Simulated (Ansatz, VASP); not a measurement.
**Two plane-wave programs on Li2O**

```
CELL_PARAMETERS angstrom
0.00000 2.31291 2.31291
2.31291 0.00000 2.31291
2.31291 2.31291 0.00000
ATOMIC_POSITIONS crystal
Li 0.25000 0.25000 0.25000
Li 0.75000 0.75000 0.75000
O 0.00000 0.00000 0.00000
```

Alike in both runs: functional PBE; k mesh 8 × 8 × 8; occupations gaussian, width 0.02 eV; no spin polarisation.

Ansatz relaxed the structure, and its values are those at the end. VASP's run is a single point on that final structure, the one shown.

|  | VASP | Ansatz |
| --- | --- | --- |
| version | VASP 6.6.1 | Ansatz 0.2.0 |
| potentials or method | VASP PAW PBE potentials, release 64 (Li_sv, O) | scalar-relativistic, plane waves, PAW |
| plane-wave cutoff (eV) | 520 | 520 |
| valence electrons in the cell | 12 | 12 |

|  | VASP | Ansatz | Ansatz less VASP |
| --- | --- | --- | --- |
| gap on the k mesh at the Fermi level (eV) | 4.96 | 4.98 | +0.019 |
| least direct gap on the mesh (eV) | 5.25 | 5.24 | -0.010 |

With one functional, cell and mesh, what is left measures potentials, basis and numerics.

 A k mesh can miss the band edges. As with any semilocal functional, this PBE gap is likely too small.
